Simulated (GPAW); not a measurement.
Input of a GPAW 26.7.0 run:

Contents of run.py:

```python
from ase.filters import FrechetCellFilter
from ase.io import read, write
from ase.optimize import BFGS
from ase.units import GPa
from gpaw import GPAW, PW

atoms = read('POSCAR')

calc = GPAW(mode=PW(800),
            xc='PBE',
            kpts={'size': (6, 6, 4), 'gamma': True},
            occupations={'name': 'fermi-dirac', 'width': 0.05},
            nbands=33,
            convergence={'density': 1e-05, 'forces': 0.0001},
            maxiter=150,
            txt='gpaw.txt')
atoms.calc = calc
opt = BFGS(FrechetCellFilter(atoms, scalar_pressure=20 * GPa), trajectory='relax.traj', logfile='-')
done = opt.run(fmax=0.02, steps=60)
calc.write('gs.gpw')
write('result.traj', atoms)
print('Converged:', done)
print('Cell:', atoms.cell.cellpar().round(4))
print('Volume:', round(atoms.get_volume(), 4))
print(atoms.get_scaled_positions().round(5))
```

The input POSCAR:

```
CuO
1.0
    3.1795331014      0.0000000000      0.0000000000
   -1.5897665507      2.7535564380      0.0000000000
    0.0000000000      0.0000000000      4.4314907300
Cu O
2 2
Direct
    0.0000000000      0.0000000000      0.0000000000
    0.0000000000      0.0000000000      0.5000000000
    0.3333333333      0.6666666667      0.2500000000
    0.6666666667      0.3333333333      0.7500000000
```

Potentials or basis: GPAW PAW data sets (gpaw-data 1.2.1), pw.

The run is started by

```console
$ OMP_NUM_THREADS=1 python run.py
```

Problem. What does it give for the space group after relaxing (to 0.05 Å)?

Solution. P6_3/mmc (No. 194).

Problem. What does it give for the relaxed cell?

Solution. a = 2.852 Å, b = 2.852 Å, c = 5.038 Å, α = 90.00°, β = 90.00°, γ = 120.00°.

Step by step:
| step | energy change (eV) | largest force (eV/Å) | pressure (GPa) | volume (Å³) |
| --- | --- | --- | --- | --- |
| 1 | 0.0000 | 0.0000 | 7.57 | 38.80 |
| 2 | -0.0607 | 0.0000 | 8.71 | 38.49 |
| 3 | -0.3342 | 0.0000 | 20.14 | 36.10 |
| 4 | -0.2894 | 0.0000 | 31.16 | 34.44 |
| 5 | -0.3089 | 0.0000 | 31.03 | 34.39 |
| 6 | -0.4325 | 0.0001 | 25.49 | 34.85 |
| 7 | -0.4997 | 0.0001 | 21.71 | 35.29 |
| 8 | -0.5286 | 0.0001 | 20.18 | 35.50 |

Caveat: the k mesh is coarse (spacing up to 0.38 Å⁻¹), so the values aren't converged; with this Cu data set, volumes or pressures lay over 1.5 % or 2 GPa off other programs in two to four cells of ten; later steps reuse the first step's grids; the run has no spin polarisation, though such a crystal can be magnetic.
